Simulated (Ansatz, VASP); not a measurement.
One calculation of Cs, two programs

```
CELL_PARAMETERS angstrom
3.96173 0.00000 0.00000
0.00000 3.96173 0.00000
0.00000 0.00000 3.96173
ATOMIC_POSITIONS crystal
Cs 0.00000 0.00000 0.00000
```

Change from the starting cell: volume scaled by 0.6, LAPW.

Alike in both runs: task single point; functional LDA; k mesh 8 × 8 × 8; occupations fermi-dirac, width 0.1 eV; no spin polarisation.

|  | VASP | Ansatz |
| --- | --- | --- |
| version | VASP 6.6.1 | Ansatz 0.2.0 |
| potentials or method | VASP PAW LDA potentials, release 64 (Cs_sv), cutoff 520 eV | all-electron LAPW, scalar-relativistic |

```tsv
	VASP	Ansatz	Ansatz less VASP
pressure (GPa)	1.2	1.2	+0.01
```

Ansatz ran all-electron here, so the differences hold the error of VASP's frozen core and of both bases.

Spin-orbit coupling is left out, which matters for the levels of Cs.
